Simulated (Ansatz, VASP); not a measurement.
One calculation of ZrC, two programs

INCAR

```
PREC = Accurate
ENCUT = 520
EDIFF = 1E-6
ISMEAR = 0
SIGMA = 0.15
LREAL = False
LASPH = True
NELM = 80
ALGO = Normal
ISIF = 2
LWAVE = False
LCHARG = False
GGA = CA
NBANDS = 15
```

KPOINTS

```
regular mesh
0
Gamma
  16 16 16
```

The input POSCAR:

```
ZrC
1.0
    0.0000000000      2.3749176240      2.2123505848
    2.3749176240      0.0000000000      2.2123505848
    2.3749176240      2.3749176240      0.0000000000
Zr C
1 1
Direct
    0.4951207967      0.5048792033      0.5048792033
    0.0370573274     -0.0370573274     -0.0370573274
```

Input for Ansatz:

```yaml
crystal:
  lattice:
    - [0.0, 2.374917624, 2.2123505848]
    - [2.374917624, 0.0, 2.2123505848]
    - [2.374917624, 2.374917624, 0.0]
  atoms:
    - { symbol: Zr, position: [0.4951207967, 0.5048792033, 0.5048792033] }
    - { symbol: C, position: [0.0370573274, -0.0370573274, -0.0370573274] }
basis:
  ecutwfc: 520.0
kpoints:
  mp_grid: { grid: [16, 16, 16] }
hamiltonian:
  xc: lda
scf:
  occupations: { method: gaussian, width: 0.15 }
output:
  forces: true
  stress: true
  eigenvalues: true
  write_density: true
  write_potential: true
  elf: true
  volumetric_format: npy
```

Change from the starting cell: mode 4 frozen in at -0.172 Å, strain +e along z and -e/2 along x and y -0.0467.

Alike in both runs: task single point; functional LDA; k mesh 16 × 16 × 16; occupations gaussian, width 0.15 eV; no spin polarisation.

|  | VASP | Ansatz |
| --- | --- | --- |
| version | VASP 6.6.1 | Ansatz 0.2.0 |
| potentials or method | VASP PAW LDA potentials, release 64 (Zr_sv, C) | scalar-relativistic, plane waves, PAW |
| plane-wave cutoff (eV) | 520 | 520 |
| valence electrons in the cell | 16 | 16 |

Ansatz gave:

```
gap on the k mesh at the Fermi level (eV)       : none
pressure (GPa)                                  : 5.3
largest component of the traceless stress (GPa) : 17.40
rms of the force components (eV/Å)              : 0.688
```

**Question.** Which values does VASP return?

**Answer.** gap on the k mesh at the Fermi level (eV): none; pressure (GPa): 5.9; largest component of the traceless stress (GPa): 17.53; rms of the force components (eV/Å): 0.696.

Atom by atom the forces differ by 0.008 eV/Å (rms over components). A gap of «none» marks a metal or a gap that the smearing closes.

Caveats: forces of over 1 eV/Å show positions far from the minimum, so gaps and moduli don't describe the material at rest.
